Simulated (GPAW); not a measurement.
# Be (Im-3m) in GPAW: convergence with grid spacing (A)

Aim: find how far grid spacing (A) must go before the results for Be settle, at PBE. This setting moves, with any that are tied to it; all else stays.

All numbers are computed with GPAW 26.7.0; they aren't measurements. Logs are shortened: lines on timing, memory, paths and dates and some standing lists are left out, and cuts for length are marked. The log counts tension as positive stress, the text compression.

**1. Starting point**

The structure is cubic, space group Im-3m (No. 229). The conventional cell has a = 2.506 Å, b = 2.506 Å, c = 2.506 Å, α = 90.00°, β = 90.00°, γ = 90.00°. Around Be (site symmetry m-3m) lie 8 Be at 2.17 Å.

This isn't the form of Be at room conditions, which is hcp.

**2. With grid spacing (A) 0.26**

File run.py:

```python
from ase.dft.bandgap import bandgap
from ase.io import read, write
from gpaw import GPAW

atoms = read('Be.xyz')

calc = GPAW(mode='fd',
            h=0.26,
            xc='PBE',
            kpts={'size': (15, 15, 15), 'gamma': True},
            occupations={'name': 'fermi-dirac', 'width': 0.05},
            nbands=7,
            convergence={'density': 1e-05, 'energy': 1e-05},
            maxiter=100,
            txt='gpaw.txt')
atoms.calc = calc
energy = atoms.get_potential_energy()
forces = atoms.get_forces()
calc.write('gs.gpw')
write('result.traj', atoms)
print(f'Energy: {energy:.6f} eV')
print('Forces (eV/A):')
print(forces.round(4))
print('Fermi level:', round(calc.get_fermi_level(), 4), 'eV')
print(f'Gap: {bandgap(calc)[0]:.4f} eV, direct: {bandgap(calc, direct=True)[0]:.4f} eV')
```

File Be.xyz:

```xyz
1
Lattice="-1.2531209513 1.2531209513 1.2531209513 1.2531209513 -1.2531209513 1.2531209513 1.2531209513 1.2531209513 -1.2531209513" Properties=species:S:1:pos:R:3 pbc="T T T"
Be     0.0000000000      0.0000000000      0.0000000000
```

Potentials or basis: GPAW PAW data sets (gpaw-data 1.2.1), fd.

Run with:

```bash
$ OMP_NUM_THREADS=1 python run.py
```

Wall time 4.9 s (1 thread of Arm Neoverse V2, shared host); peak memory 0.12 GiB.

Results:

- Free energy: -3.5914 eV
- Band gap on the k mesh: none (metal or under the smearing width)

**3. With grid spacing (A) 0.23**

run.py: that of step 2 with these lines changed.

```diff
@@ -7,3 +7,3 @@
 calc = GPAW(mode='fd',
-            h=0.26,
+            h=0.23,
             xc='PBE',
```

Be.xyz is that of step 2.

Potentials or basis: GPAW PAW data sets (gpaw-data 1.2.1), fd.

Run with:

```bash
$ OMP_NUM_THREADS=1 python run.py
```

It took 4.8 s on 1 thread of Arm Neoverse V2, shared host; peak memory 0.12 GiB.

Results:

- Free energy: -3.5914 eV
- Band gap on the k mesh: none (metal or under the smearing width)

**4. With grid spacing (A) 0.2**

run.py: that of step 3 with these lines changed.

```diff
@@ -7,3 +7,3 @@
 calc = GPAW(mode='fd',
-            h=0.23,
+            h=0.2,
             xc='PBE',
```

Be.xyz is that of step 3.

Run with:

```bash
$ OMP_NUM_THREADS=1 python run.py
```

It took 4.9 s on 1 thread of Arm Neoverse V2, shared host; peak memory 0.12 GiB.

It converged, with:

```
Free energy            : -3.5914 eV
Band gap on the k mesh : none (metal or under the smearing width)
```

**5. With grid spacing (A) 0.18**

run.py: that of step 4 with these lines changed.

```diff
@@ -7,3 +7,3 @@
 calc = GPAW(mode='fd',
-            h=0.2,
+            h=0.18,
             xc='PBE',
```

Be.xyz is that of step 4.

Run with:

```bash
$ OMP_NUM_THREADS=1 python run.py
```

Run time: 5.5 s. Hardware: 1 thread of Arm Neoverse V2, shared host; peak memory 0.12 GiB.

Results (log left out):

| Quantity | Value |
| --- | --- |
| Free energy | -3.5914 eV |
| Band gap on the k mesh | none (metal or under the smearing width) |

**6. With grid spacing (A) 0.16**

run.py: that of step 5 with these lines changed.

```diff
@@ -7,3 +7,3 @@
 calc = GPAW(mode='fd',
-            h=0.18,
+            h=0.16,
             xc='PBE',
```

Be.xyz is that of step 5.

Potentials or basis: GPAW PAW data sets (gpaw-data 1.2.1), fd.

Run with:

```bash
$ OMP_NUM_THREADS=1 python run.py
```

Wall time 9.4 s (1 thread of Arm Neoverse V2, shared host); peak memory 0.15 GiB.

It converged, with:

- Free energy: -3.5997 eV
- Band gap on the k mesh: none (metal or under the smearing width)

**7. With grid spacing (A) 0.14**

run.py: that of step 6 with these lines changed.

```diff
@@ -7,3 +7,3 @@
 calc = GPAW(mode='fd',
-            h=0.16,
+            h=0.14,
             xc='PBE',
```

Be.xyz is that of step 6.

Run with:

```bash
$ OMP_NUM_THREADS=1 python run.py
```

Wall time 11 s (1 thread of Arm Neoverse V2, shared host); peak memory 0.15 GiB.

The run converged. Its results:

* Free energy: -3.5997 eV
* Band gap on the k mesh: none (metal or under the smearing width)

**8. With grid spacing (A) 0.12**

run.py: that of step 7 with these lines changed.

```diff
@@ -7,3 +7,3 @@
 calc = GPAW(mode='fd',
-            h=0.14,
+            h=0.12,
             xc='PBE',
```

Be.xyz is that of step 7.

Potentials or basis: GPAW PAW data sets (gpaw-data 1.2.1), fd.

Run with:

```bash
$ OMP_NUM_THREADS=1 python run.py
```

gpaw.txt:

```text
__  _  _
 | _ |_)|_||  |
 |__||  | ||/\| - 26.7.0

Input parameters:
  mode=FD(),
  convergence={'density': 1e-05, 'energy': 1e-05},
  h=0.12,
  kpts=MonkhorstPack(size=(15, 15, 15), gamma=True),
  maxiter=100,
  nbands=7,
  occupations=Occupations(name='fermi-dirac', width=0.05),
  xc=XC(name='PBE')

Diagonalizing LCAO Hamiltonian
Converting LCAO to fd mode

       Be

Atoms  # Å, Bohr magnetons
|   | symbol |        x |        y |        z |    initial magnetic moments |
|---|--------|----------|----------|----------|-----------------------------|
| 0 |     Be | 0.000000 | 0.000000 | 0.000000 | ( 0.0000,  0.0000,  0.0000) |

Unit cell  # Å
| periodic |         x |         y |         z |  lengths |     angles |
|----------|-----------|-----------|-----------|----------|------------|
|      yes | -1.253121 |  1.253121 |  1.253121 | 2.170469 | 109.471221 |
|      yes |  1.253121 | -1.253121 |  1.253121 | 2.170469 | 109.471221 |
|      yes |  1.253121 |  1.253121 | -1.253121 | 2.170469 | 109.471221 |

Number of symmetries: 48
Symmetry operations  # r_c * U_cc + t_c -> r_c
|    | kind |            matrix            |
|----|------|------------------------------|
|  0 |  σ   |  1, 1, 1,  0, 0,-1,  0,-1, 0 |
|  1 |  C4  |  1, 1, 1,  0, 0,-1, -1, 0, 0 |
|  2 |  C2  |  1, 1, 1,  0,-1, 0,  0, 0,-1 |
|  3 |  S6  |  1, 1, 1,  0,-1, 0, -1, 0, 0 |
|  4 |  S6  |  1, 1, 1, -1, 0, 0,  0, 0,-1 |
|  5 |  C4  |  1, 1, 1, -1, 0, 0,  0,-1, 0 |
|  6 |  E   |  1, 0, 0,  0, 1, 0,  0, 0, 1 |
|  7 |  σ   |  1, 0, 0,  0, 1, 0, -1,-1,-1 |
|  8 |  σ   |  1, 0, 0,  0, 0, 1,  0, 1, 0 |
|  9 |  C3  |  1, 0, 0,  0, 0, 1, -1,-1,-1 |
| 10 |  C3  |  1, 0, 0, -1,-1,-1,  0, 1, 0 |
| 11 |  σ   |  1, 0, 0, -1,-1,-1,  0, 0, 1 |
| 12 |  σ   |  0, 1, 0,  1, 0, 0,  0, 0, 1 |
| 13 |  C2  |  0, 1, 0,  1, 0, 0, -1,-1,-1 |
| 14 |  C3  |  0, 1, 0,  0, 0, 1,  1, 0, 0 |
| 15 |  S4  |  0, 1, 0,  0, 0, 1, -1,-1,-1 |
| 16 |  S4  |  0, 1, 0, -1,-1,-1,  1, 0, 0 |
| 17 |  C3  |  0, 1, 0, -1,-1,-1,  0, 0, 1 |
| 18 |  C3  |  0, 0, 1,  1, 0, 0,  0, 1, 0 |
| 19 |  S4  |  0, 0, 1,  1, 0, 0, -1,-1,-1 |
| 20 |  σ   |  0, 0, 1,  0, 1, 0,  1, 0, 0 |
| 21 |  C3  |  0, 0, 1,  0, 1, 0, -1,-1,-1 |
| 22 |  C2  |  0, 0, 1, -1,-1,-1,  1, 0, 0 |
| 23 |  S4  |  0, 0, 1, -1,-1,-1,  0, 1, 0 |
| 24 |  C4  |  0, 0,-1,  1, 1, 1,  0,-1, 0 |
| 25 |  σ   |  0, 0,-1,  1, 1, 1, -1, 0, 0 |
| 26 |  S6  |  0, 0,-1,  0,-1, 0,  1, 1, 1 |
| 27 |  C2  |  0, 0,-1,  0,-1, 0, -1, 0, 0 |
| 28 |  C4  |  0, 0,-1, -1, 0, 0,  1, 1, 1 |
| 29 |  S6  |  0, 0,-1, -1, 0, 0,  0,-1, 0 |
| 30 |  S6  |  0,-1, 0,  1, 1, 1,  0, 0,-1 |
| 31 |  C4  |  0,-1, 0,  1, 1, 1, -1, 0, 0 |
| 32 |  C4  |  0,-1, 0,  0, 0,-1,  1, 1, 1 |
| 33 |  S6  |  0,-1, 0,  0, 0,-1, -1, 0, 0 |
| 34 |  σ   |  0,-1, 0, -1, 0, 0,  1, 1, 1 |
| 35 |  C2  |  0,-1, 0, -1, 0, 0,  0, 0,-1 |
| 36 |  C2  | -1, 0, 0,  1, 1, 1,  0, 0,-1 |
| 37 |  S6  | -1, 0, 0,  1, 1, 1,  0,-1, 0 |
| 38 |  S6  | -1, 0, 0,  0, 0,-1,  1, 1, 1 |
| 39 |  C2  | -1, 0, 0,  0, 0,-1,  0,-1, 0 |
| 40 |  C2  | -1, 0, 0,  0,-1, 0,  1, 1, 1 |
| 41 |  i   | -1, 0, 0,  0,-1, 0,  0, 0,-1 |
| 42 |  S4  | -1,-1,-1,  1, 0, 0,  0, 1, 0 |
| 43 |  C3  | -1,-1,-1,  1, 0, 0,  0, 0, 1 |
| 44 |  C3  | -1,-1,-1,  0, 1, 0,  1, 0, 0 |
| 45 |  σ   | -1,-1,-1,  0, 1, 0,  0, 0, 1 |
| 46 |  S4  | -1,-1,-1,  0, 0, 1,  1, 0, 0 |
| 47 |  C2  | -1,-1,-1,  0, 0, 1,  0, 1, 0 |

BZ-sampling:
  Number of BZ points: 3375
  Number of IBZ points: 120

  Monkhorst-Pack size: [15, 15, 15]
  Monkhorst-Pack shift: [0, 0, 0]

K-points  # in reciprocal-cell coordinates
|     |                                coordinates |     weight |
|-----|--------------------------------------------|------------|
|   0 | (  0.00000000,   0.00000000,   0.00000000) | 0.00029630 |
|   1 | (  0.06666667,   0.00000000,   0.00000000) | 0.00355556 |
|   2 | (  0.06666667,   0.06666667,  -0.06666667) | 0.00177778 |
|   3 | (  0.13333333,   0.00000000,  -0.06666667) | 0.00711111 |
|   4 | (  0.13333333,   0.00000000,   0.00000000) | 0.00355556 |
|   5 | (  0.13333333,   0.06666667,  -0.06666667) | 0.00711111 |
|   6 | (  0.13333333,   0.13333333,  -0.13333333) | 0.00177778 |
|   7 | (  0.20000000,  -0.06666667,  -0.06666667) | 0.00237037 |
|   8 | (  0.20000000,   0.00000000,  -0.06666667) | 0.01422222 |
|   9 | (  0.20000000,   0.00000000,   0.00000000) | 0.00355556 |
| ... |                                            |            |
| 119 | (  0.46666667,   0.46666667,   0.46666667) | 0.00237037 |

Uniform wave function grid shape: (np.int64(16), np.int64(16), np.int64(16))
Spin-components: 1 (collinear spins)
Bands:           7
Projectors:      3
Spin-degeneracy: 2
Datatype:        complex128

Parallelization:
  kpt:    1
  domain: 1
  band:   1

Density:
  Valence electrons: 2.0
  Components: 1
  Grid points: [16 16 16]
  Charge: 0.0  # |e|

Potential:
  Grid points: [16 16 16]

species:
  Be:
    name:    Beryllium
    Z:       4.0
    valence: 2
    core:    2
    charge:  0.0  # [|e|]
    compensation charges:
      type: gauss
      rc: 0.25  # [Å]
      lmax: 2
    cutoffs:
      filter: 1.42  # [Å]
      core: 1.77  # [Å]
    projectors
    | kind |    occ | energy [eV] | rcut [Å] |
    |------|--------|-------------|----------|
    |   2s |  2.000 |      -5.610 |    0.794 |
    |   2p |  0.000 |      -2.018 |    0.794 |
    |    s |        |      21.602 |    0.794 |

    Using partial waves for Be as LCAO basis

Reference energy: -398.184974  # eV

eigensolver:
  PPCG
  Converge bands: occupied
  niter=2

density mixing:
  MSR1-Mixer
  Pratt-step length: 0.05
  Maximum mixing coefficient: 0.75
  Old densities: 10
  SVD Regularization: 0.005
  Good broyden scale: 1.0
  Trust region scale: 1.0
  Backstep threshold: 4.0
  History deletion threshold: 6.0
  Fourier metric: weight=20.0, sigma=0.015

occupation numbers:
  Fermi-Dirac:
    width: 0.0500  # eV

FastPoissonSolver using
    Stencil: 8*3+1=25 point O(h^6) finite-difference Laplacian
    FFT axes: [np.int64(0), np.int64(1), np.int64(2)]
    FST axes: []

xc functional:
  name: PBE with 2 nearest neighbor stencil
interpolation: tri-quintic # 5. degree polynomial

convergence criteria:
[... 6 lines left out ...]
|iter     | |      energy | eigst |  dens |
|---------|-|-------------|-------|-------|
|iter:   1| |   -3.586025 | +1.24 |       |
|iter:   2| |   -3.594028 | -0.11 | -1.64 |
|iter:   3| |   -3.599411 | -0.66 | -1.65 |
|iter:   4| |   -3.599711 | -1.91 | -2.13 |
|iter:   5| |   -3.599771 | -2.76 | -2.54 |
|iter:   6| |   -3.599772 | -3.88 | -3.98 |
|iter:   7| |   -3.599772c| -4.75 | -4.34 |
|iter:   8| |   -3.599772c| -5.84 | -5.24c|
|iter:   9| |   -3.599772c| -6.62 | -5.67c|
|iter:  10| |   -3.599772c| -7.65c| -6.17c|

Converged in 10 steps
Energy contributions relative to reference atoms: (reference = -398.184974)

Energy contributions:
  Kinetic:           3.099944
  Coulomb:          -1.169182
  Zero:             -0.065156
  External:          0.000000
  Xc:               -5.464820
  Entropy:          -0.001118
  Spinorbit:         0.000000
  ----------------------------
  Free energy:      -3.600331
  Extrapolated:     -3.599772

dipole moment: (-1.321449, -1.321449, -1.321449)  # |e|*Ang

Fermi level: 8.321
Eigenvalues  # (at kpt = [0.000, 0.000, 0.000])
| band index |      eig [eV] | occ [0-2] |
|------------|---------------|-----------|
|          0 |        -3.856 |     2.000 |
|          1 |        27.864 |     0.000 |
|          2 |        27.864 |     0.000 |
|          3 |        27.864 |     0.000 |
|          4 |        39.601 |     0.000 |
|          5 |        39.995 |     0.000 |
|          6 |        41.226 |     0.000 |

No gap
No difference between direct/indirect transitions

Forces  # eV/Ang
|        x |       y |        z |
|----------|---------|----------|
| -0.00000 | 0.00000 | -0.00000 |  # Be   0

# Writing to gs.gpw (mode='')
```

Run time: 21 s. Hardware: 1 thread of Arm Neoverse V2, shared host; peak memory 0.21 GiB.

What came out:

* Free energy: -3.6003 eV
* Band gap on the k mesh: none (metal or under the smearing width)

**9. Result**

```tsv
grid spacing (A)	energy less the tightest run, at zero smearing (meV/atom)	SCF cycles	CPU time (s)	peak memory (GiB)
0.26	8.95	10	4.9	0.12
0.23	8.95	10	4.8	0.12
0.2	8.95	10	4.9	0.12
0.18	8.95	10	5.5	0.12
0.16	0.65	10	9.4	0.15
0.14	0.65	10	11	0.15
0.12	0.00	10	21	0.21
```

Against the tightest run, the energy stays within 1 meV/atom from 0.16 on. The tightest run that finished is the yardstick and may itself not be fully converged.

Caveats: the real-space grid adds noise to forces.
